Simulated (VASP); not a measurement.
The system is Ga2O.

```
Ga O
1.0
    -2.55601    2.94613    3.00970
     2.55601   -2.94613    3.00970
     2.55601    2.94613   -3.00970
Ga O
4 2
Direct
  0.80961 0.54237 0.73276
  0.19039 0.92315 0.73276
  0.80961 0.07685 0.26724
  0.19039 0.45763 0.26724
  0.50000 0.50000 0.00000
  0.50000 0.00000 0.50000
```

The cell was built by a generator and needn't be a form met in nature.

The cell isn't the ideal one: random cell by space group and Wyckoff sites (Immm, No. 71).

* Program: VASP 6.6.1
* Task: relaxation of cell and atoms
* Functional: PBE
* Potentials or basis: VASP PAW PBE potentials, release 64 (Ga_d, O)
* Cutoff: 600 eV
* k mesh: 3 × 3 × 3
* Occupations: gaussian, width 0.15 eV
* Spin: no spin polarisation

At the start: pressure 6.4 GPa; volume 15.11 Å³/atom.

Problem. Where does the relaxation end?

Solution. Over 28 steps the energy falls by 764.0 meV/atom and the volume is 17.74 Å³/atom (+17.4 %); space group Cmmm (No. 65, to 0.05 Å).

Step by step:
| step | energy change (eV) | largest force (eV/Å) | pressure (GPa) | volume (Å³) |
| --- | --- | --- | --- | --- |
| 1 | 0.0000 | 4.5807 | 6.38 | 90.66 |
| 2 | -3.0247 | 1.7543 | -1.78 | 98.51 |
| 3 | -3.6080 | 1.1134 | -2.12 | 102.21 |
| 4 | -3.6976 | 0.9966 | -0.86 | 109.56 |
| 5 | -3.8418 | 0.6589 | -1.83 | 106.10 |
| 6 | -3.8429 | 0.6489 | -1.75 | 106.41 |
| 7 | -3.9631 | 0.3863 | 0.51 | 103.21 |
| 8 | -3.9952 | 0.2051 | 2.35 | 100.86 |
| 9 | -4.0702 | 0.1737 | 1.42 | 101.50 |
| 10 | -4.0966 | 0.4681 | 0.79 | 102.10 |
| 11 | -4.1331 | 0.4447 | 0.47 | 103.30 |
| 12 | -4.2230 | 0.3416 | -0.28 | 106.89 |
| 13 | -4.3334 | 0.0812 | -1.80 | 114.02 |
| 14 | -3.8186 | 1.5579 | -1.69 | 128.16 |
| 15 | -4.3125 | 0.4745 | -1.13 | 115.33 |
| 16 | -4.3285 | 0.4450 | -1.48 | 115.89 |
| 17 | -4.3618 | 0.3819 | -2.32 | 117.54 |
| 18 | -4.3465 | 0.3441 | -3.59 | 120.64 |
| 19 | -4.3678 | 0.3799 | -2.76 | 118.63 |
| 20 | -4.4014 | 0.3257 | -2.69 | 117.73 |
| 21 | -4.4828 | 0.1570 | -2.24 | 115.04 |
| 22 | -4.5340 | 0.2391 | -0.96 | 109.66 |
| 23 | -4.5367 | 0.1556 | -1.25 | 110.76 |
| 24 | -4.5552 | 0.0419 | -0.49 | 109.33 |
| 25 | -4.5655 | 0.2179 | 1.22 | 106.49 |
| 26 | -4.5664 | 0.1628 | 0.84 | 107.11 |
| 27 | -4.5808 | 0.0809 | 0.54 | 106.72 |
| 28 | -4.5839 | 0.0318 | 0.43 | 106.43 |

Final structure:
```
Ga O
1.0
    -2.84322    2.39122    3.91366
     2.84322   -2.39122    3.91366
     2.84322    2.39122   -3.91366
Ga O
4 2
Direct
  0.68984 0.43967 0.74982
  0.31016 0.05998 0.74982
  0.68984 0.94002 0.25018
  0.31016 0.56033 0.25018
  0.50000 0.50000 0.00000
  0.50000 0.00000 0.50000
```

Caveat: the k mesh is coarse (spacing up to 0.54 Å⁻¹), so the values aren't converged; the volume moved by over 15 % at a fixed basis, so the end points are rough; the relaxation stopped at a loose force limit of 0.08 eV/Å, so its end isn't a converged minimum.
